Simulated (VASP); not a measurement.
# Al in VASP: work function with PBE

Aim: the work function of Al with PBE.

Everything below comes from runs of VASP 6.6.1. Logs are shortened: lines on timing, memory, paths and dates and some standing lists are left out, and cuts for length are marked.

**1. The slab as given**

The cell holds a slab with vacuum, 4 atoms: a = 2.912 Å, b = 2.912 Å, c = 26.833 Å, α = 90.00°, β = 90.00°, γ = 90.00°.

The cell was built by a generator and needn't be a form met in nature.

**2. Work function, PBE**

Input file INCAR:

```
SYSTEM = Al
  PREC = Accurate
  ENCUT = 520
  EDIFF = 1E-7
  ISMEAR = 1
  SIGMA = 0.1
  LREAL = .False.
  LASPH = .True.
  NELM = 100
  ALGO = Normal
  ISIF = 2
  LWAVE = .False.
  LCHARG = .True.
  LDIPOL = .True.
  IDIPOL = 3
  DIPOL = 0.5 0.5 0.500
  GGA = PE
  LVHAR = .True.
  LVACPOTAV = .True.
  KPAR = 2
```

Input file KPOINTS:

```
regular mesh
0
Gamma
  11 11 1
  0 0 0
```

Input file POSCAR:

```
Al                                      
1.0
    2.9124880100      0.0000000000      0.0000000000
    0.0000000000      2.9124880100      0.0000000000
    0.0000000000      0.0000000000     26.8333183600
  Al            
     4
Direct
     0.5000000000000000    0.5000000000000000    0.3842521724710268
     1.0000000000000000    0.0000000000000000    0.4621279511039769
     0.5000000000000000    0.5000000000000000    0.5378757988960278
     0.0000000000000000    1.0000000000000000    0.6157478275289733
```

Potentials or basis: VASP PAW PBE potentials, release 64 (Al).

Run with:

```bash
$ cat potpaw_PBE.64/Al/POTCAR > POTCAR
$ mpirun -np 2 vasp_std > vasp.out
```

OUTCAR:

```text
SYSTEM = Al
   PREC = Accurate
   ENCUT = 520
   EDIFF = 1E-7
   ISMEAR = 1
   LREAL = .False.
   LASPH = .True.
   NELM = 100
   ISIF = 2
   GGA = PE

 ion  position               nearest neighbor table
   1  0.500  0.500  0.384-   2 2.93   2 2.93   2 2.93   2 2.93
   2  0.000  0.000  0.462-   3 2.89   3 2.89   3 2.89   3 2.89   1 2.93   1 2.93   1 2.93   1 2.93

   3  0.500  0.500  0.538-   2 2.89   2 2.89   2 2.89   2 2.89   4 2.93   4 2.93   4 2.93   4 2.93

   4  0.000  0.000  0.616-   3 2.93   3 2.93   3 2.93   3 2.93

  LATTYP: Found a simple tetragonal cell.
 ALAT       =     2.9124880100
 C/A-ratio  =     9.2131944468

  Lattice vectors:

 A1 = (   2.9124880100,   0.0000000000,   0.0000000000)
 A2 = (   0.0000000000,   2.9124880100,   0.0000000000)
 A3 = (   0.0000000000,   0.0000000000,  26.8333183600)

Analysis of symmetry for initial positions (statically):
=====================================================================
 Subroutine PRICEL returns:
 Original cell was already a primitive cell.

 Routine SETGRP: Setting up the symmetry group for a
 simple tetragonal supercell.

 Subroutine GETGRP returns: Found 16 space group operations
 (whereof  8 operations were pure point group operations)
 out of a pool of 16 trial point group operations.

The static configuration has the point symmetry C_4v.
 The point group associated with its full space group is D_4h.

Analysis of symmetry for dynamics (positions and initial velocities):
=====================================================================
 Subroutine PRICEL returns:
 Original cell was already a primitive cell.

 Routine SETGRP: Setting up the symmetry group for a
 simple tetragonal supercell.

 Subroutine GETGRP returns: Found 16 space group operations
 (whereof  8 operations were pure point group operations)
 out of a pool of 16 trial point group operations.

The dynamic configuration has the point symmetry C_4v.
 The point group associated with its full space group is D_4h.

 Subroutine INISYM returns: Found 16 space group operations
 (whereof  8 operations are pure point group operations),
 and found     1 'primitive' translations

----------------------------------------------------------------------------------------

                                     Primitive cell

  volume of cell :     227.6159

  direct lattice vectors                    reciprocal lattice vectors
     2.912488010  0.000000000  0.000000000     0.343349053  0.000000000  0.000000000
     0.000000000  2.912488010  0.000000000     0.000000000  0.343349053  0.000000000
     0.000000000  0.000000000 26.833318360     0.000000000  0.000000000  0.037267102

  length of vectors
     2.912488010  2.912488010 26.833318360     0.343349053  0.343349053  0.037267102

  position of ions in fractional coordinates (direct lattice)
     0.500000000  0.500000000  0.384252172
     0.000000000  0.000000000  0.462127951
     0.500000000  0.500000000  0.537875799
     0.000000000  0.000000000  0.615747828

  ion indices of the primitive-cell ions
   primitive index   ion index
                 1           1
                 2           2
                 3           3
                 4           4

----------------------------------------------------------------------------------------

 KPOINTS: regular mesh

Automatic generation of k-mesh.
 Grid dimensions read from file:
 generate k-points for:   11   11    1

 Generating k-lattice:

  Cartesian coordinates                     Fractional coordinates (reciprocal lattice)
     0.031213550  0.000000000  0.000000000     0.090909091  0.000000000  0.000000000
     0.000000000  0.031213550  0.000000000     0.000000000  0.090909091  0.000000000
     0.000000000  0.000000000  0.037267102     0.000000000  0.000000000  1.000000000

  Length of vectors
     0.031213550  0.031213550  0.037267102

  Shift w.r.t. Gamma in fractional coordinates (k-lattice)
     0.000000000  0.000000000  0.000000000

 Subroutine IBZKPT returns following result:
 ===========================================

 Found     21 irreducible k-points:

 Following reciprocal coordinates:
            Coordinates               Weight
  0.000000  0.000000  0.000000      1.000000
  0.090909  0.000000  0.000000      4.000000
  0.181818  0.000000  0.000000      4.000000
  0.272727  0.000000  0.000000      4.000000
  0.363636  0.000000  0.000000      4.000000
  0.454545  0.000000  0.000000      4.000000
[... 13 lines left out ...]
  0.454545  0.363636  0.000000      8.000000
  0.454545  0.454545  0.000000      4.000000
   k-points           NKPTS =     21   k-points in BZ     NKDIM =     21   number of bands    NBANDS=     10
   number of dos      NEDOS =    301   number of ions     NIONS =      4
   total plane-waves  NPLWV = 115200
   dimension x,y,z NGX =    24 NGY =   24 NGZ =  200
   dimension x,y,z NGXF=    48 NGYF=   48 NGZF=  400
   ions per type =               4
   NGX,Y,Z   is equivalent  to a cutoff of  13.70, 13.70, 12.39 a.u.
   NGXF,Y,Z  is equivalent  to a cutoff of  27.40, 27.40, 24.78 a.u.
 SYSTEM =  Al
   PREC   = accura    normal or accurate (medium, high low for compatibility)
   ISTART =      0    job   : 0-new  1-cont  2-samecut
   ICHARG =      2    charge: 1-file 2-atom 10-const
   ISPIN  =      1    spin polarized calculation?
   LNONCOLLINEAR =      F non collinear calculations
   LSORBIT =      F    spin-orbit coupling
   LASPH  =      T    aspherical Exc in radial PAW
   ENCUT  =  520.0 eV  38.22 Ry    6.18 a.u.   5.42  5.42 49.89*2*pi/ulx,y,z
   NELM   =    100;   NELMIN=  2; NELMDL= -5     # of ELM steps
   EDIFF  = 0.1E-06   stopping-criterion for ELM
   LREAL  =      F    real-space projection
   EDIFFG = 0.1E-05   stopping-criterion for IOM
   NSW    =      0    number of steps for IOM
   IBRION =     -1    ionic relax: 0-MD 1-quasi-New 2-CG
   NFREE  =      0    steps in history (QN), initial steepest desc. (CG)
   ISIF   =      2    stress and relaxation
   ISYM   =      2    0-nonsym 1-usesym 2-fastsym
   POTIM  = 0.5000    time-step for ionic-motion
   TEBEG  =    0.0;   TEEND  =   0.0 temperature during run
   PSTRESS=    0.0 pullay stress
   NELECT =      12.0000    total number of electrons
   NUPDOWN=      -1.0000    fix difference up-down
   EMIN   =  10.00;   EMAX   =-10.00  energy-range for DOS
   EFERMI =   0.00;   METHOD = LEGACY
   ISMEAR =     1;   SIGMA  =   0.10  broadening in eV -4-tet -1-fermi 0-gaus
   EFERMI_NEDOS =   21; number of points for ismear=-14 and -15
   IALGO  =     38    algorithm
   IMIX   =      4    mixing-type and parameters
     AMIX     =   0.40;   BMIX     =  1.00
     AMIX_MAG =   1.60;   BMIX_MAG =  1.00
  volume/ion in A,a.u.               =      56.90       384.01
  Fermi-wavevector in a.u.,A,eV,Ry     =   0.613858  1.160023  5.126964  0.376821
  Thomas-Fermi vector in A             =   1.670659
   LORBIT       =      0    0 simple, 1 ext, 2 COOP (PROOUT), +10 PAW based schemes
   GGA     = PE    functional components
   LHFCALC =     F    Hartree Fock is set to
   AEXX    =    0.0000 exact exchange contribution
   IVDW    =     0    specifies the selected vdW correction
   LEPSILON=     F    determine dielectric tensor
   LRPA    =     F    only Hartree local field effects (RPA)
 non-spin polarized calculation
 Methfessel and Paxton  Order N= 1 SIGMA  =   0.10
  energy-cutoff  :      520.00
  volume of cell :      227.62
 maximum number of plane-waves:      6219
 NGX is ok and might be reduce to    24
   NGX = 11   NGY = 11   NGZ = 99

 number of electron      12.0000000 magnetization

 dipolmoment           0.000000      0.000000     -0.000306 electrons x Angstroem

 Free energy of the ion-electron system (eV)
  ---------------------------------------------------
  ext. energy  EPLUGINS =         0.00000000
  ---------------------------------------------------
  free energy    TOTEN  =       -13.89677930 eV

  energy without entropy =      -13.89811648  energy(sigma->0) =      -13.89722503

 E-fermi :  -0.6487     XC(G=0):  -3.7971

 val. band max:       -0.6656831945   @ k =   0.3636   0.0909   0.0000
 cond. band min:      -0.5768661443   @ k =   0.2727   0.0909   0.0000
 fundamental gap:      0.0888170502
 Fermi energy:        -0.6487373740

 k-point     1 :       0.0000    0.0000    0.0000
  band No.  band energies     occupation
      1     -10.9917      2.00000
      2      -9.6154      2.00000
      3      -7.6079      2.00000
      4      -4.8597      2.00000
      5      -2.5505      2.00000
      6       0.7925     -0.00000
      7       2.7887      0.00000
      8       3.5991      0.00000
      9       3.8106      0.00000
     10       4.8468      0.00000

 k-point     2 :       0.0909    0.0000    0.0000
  band No.  band energies     occupation
      1     -10.8479      2.00000
      2      -9.4726      2.00000
      3      -7.4667      2.00000
      4      -4.7195      2.00000
      5      -2.4168      2.00000
      6       0.9243     -0.00000
      7       2.6533      0.00000
      8       2.9294      0.00000
      9       3.7443      0.00000
     10       3.9133      0.00000

 k-point     3 :       0.1818    0.0000    0.0000
  band No.  band energies     occupation
      1     -10.4174      2.00000
      2      -9.0454      2.00000
      3      -7.0440      2.00000
      4      -4.3003      2.00000
      5      -2.0178      2.00000
      6       0.1925     -0.00000
      7       1.3577      0.00000
      8       1.5153      0.00000
      9       3.3618      0.00000
     10       3.4184      0.00000
[... 209 lines left out ...]
 k-point    20 :       0.4545    0.3636    0.0000
  band No.  band energies     occupation
      1      -5.2216      2.00000
      2      -3.9056      2.00000
      3      -3.7354      2.00000
      4      -2.4389      2.00000
      5      -1.9534      2.00000
      6      -0.5543     -0.03663
      7      -0.4839     -0.04172
      8       0.7153     -0.00000
      9       0.7688     -0.00000
     10       1.0130     -0.00000

 k-point    21 :       0.4545    0.4545    0.0000
  band No.  band energies     occupation
      1      -4.0260      2.00000
      2      -3.0002      2.00000
      3      -2.7138      2.00000
      4      -1.7681      2.00000
      5      -1.7122      2.00000
      6      -0.8156      2.03987
      7      -0.7942      2.05921
      8      -0.3622     -0.00039
      9       0.1493     -0.00000
     10       0.5710     -0.00000

------------------------ aborting loop because EDIFF is reached ----------------------------------------

  FORCE on cell =-STRESS in cart. coord.  units (eV):
  Direction    XX          YY          ZZ          XY          YZ          ZX
  --------------------------------------------------------------------------------------
  -------------------------------------------------------------------------------------
  Total       -3.5673532     -3.5673532     -0.0511829      0.0000000      0.0000000      0.0000000
  in kB      -25.1104223    -25.1104223     -0.3602738      0.0000000      0.0000000      0.0000000
  external PRESSURE =     -16.8603728 kB  Pullay stress =       0.0000000 kB

 VOLUME and BASIS-vectors are now :
 -----------------------------------------------------------------------------
  energy-cutoff  :      520.00
  volume of cell :      227.62
      direct lattice vectors                 reciprocal lattice vectors
     2.912488010  0.000000000  0.000000000     0.343349053  0.000000000  0.000000000
     0.000000000  2.912488010  0.000000000     0.000000000  0.343349053  0.000000000
     0.000000000  0.000000000 26.833318360     0.000000000  0.000000000  0.037267102

 POSITION                                       TOTAL-FORCE (eV/Angst)
 -----------------------------------------------------------------------------------
      1.45624      1.45624     10.31076        -0.000000      0.000000      0.011580
      0.00000      0.00000     12.40043        -0.000000      0.000000     -0.011777
      1.45624      1.45624     14.43299         0.000000      0.000000      0.011777
      0.00000      0.00000     16.52256         0.000000     -0.000000     -0.011580
 -----------------------------------------------------------------------------------
    total drift:                               -0.000000      0.000000     -0.007533

  FREE ENERGIE OF THE ION-ELECTRON SYSTEM (eV)
  ---------------------------------------------------
  free  energy   TOTEN  =       -13.8967792997 eV

  energy  without entropy=      -13.8981164756  energy(sigma->0) =      -13.89722503

 vacuum level on the upper side and lower side of the slab         3.664         3.670
```

It took 60 s on 2 MPI ranks of Intel Xeon Platinum 8259CL at 2.50GHz (Skylake/Cascade Lake), shared host; peak memory 0.32 GiB.

Results:

- Free energy: -13.8968 eV
- Largest force: 0.012 eV/Å
- Band gap on the k mesh: none (metal or under the smearing width)
- Work function of the upper face: 4.31 eV
- Work function of the lower face: 4.32 eV

Forces in eV/Å, atoms in the order of the input:
```
Al   0.000  0.000  0.012
Al   0.000  0.000 -0.012
Al   0.000  0.000  0.012
Al   0.000  0.000 -0.012
```

Levels at points of the mesh, in eV from the Fermi level:
| k point | band 3 | band 4 | band 5 | band 6 | band 7 | band 8 | band 9 | band 10 |
| --- | --- | --- | --- | --- | --- | --- | --- | --- |
| (0.00, 0.00, 0.00) | -6.96 | -4.21 | -1.90 | 1.44 | 3.44 | 4.25 | 4.46 | 5.50 |
